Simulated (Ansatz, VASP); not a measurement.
# One calculation of ZnS, two programs

```
Zn S
1.0
     0.00000    2.69451    2.69451
     2.69451    0.00000    2.69451
     2.69451    2.69451    0.00000
Zn S
1 1
Direct
  0.00000 0.00000 0.00000
  0.79018 0.73661 0.73661
```

Change from the starting cell: all S atoms moved -0.125 Å, as atom 2 towards its neighbour atom 1 (Zn) at 2.334 Å.

Alike in both runs: task single point; functional r2SCAN; k mesh 8 × 8 × 8; occupations gaussian, width 0.05 eV; no spin polarisation.

|  | VASP | Ansatz |
| --- | --- | --- |
| version | VASP 6.6.1 | Ansatz 0.2.0 |
| potentials or method | VASP PAW PBE potentials, release 64 (Zn, S) | scalar-relativistic, plane waves, PAW |
| plane-wave cutoff (eV) | 520 | 500 |
| valence electrons in the cell | 18 | 18 |

Ansatz gave:

| Item | Value |
| --- | --- |
| gap on the k mesh at the Fermi level (eV) | 2.63 |
| least direct gap on the mesh (eV) | 2.63 |
| pressure (GPa) | 0.5 |
| largest component of the traceless stress (GPa) | 1.28 |
| rms of the force components (eV/Å) | 0.317 |

Problem. What did VASP give for the same quantities?

Solution. gap on the k mesh at the Fermi level (eV): 2.64; least direct gap on the mesh (eV): 2.64; pressure (GPa): 0.5; largest component of the traceless stress (GPa): 1.29; rms of the force components (eV/Å): 0.318.

Atom by atom the forces differ by 0.001 eV/Å (rms over components).

Caveats: the PAW data sets were made with another functional, which shifts forces and pressure a little (VASP).
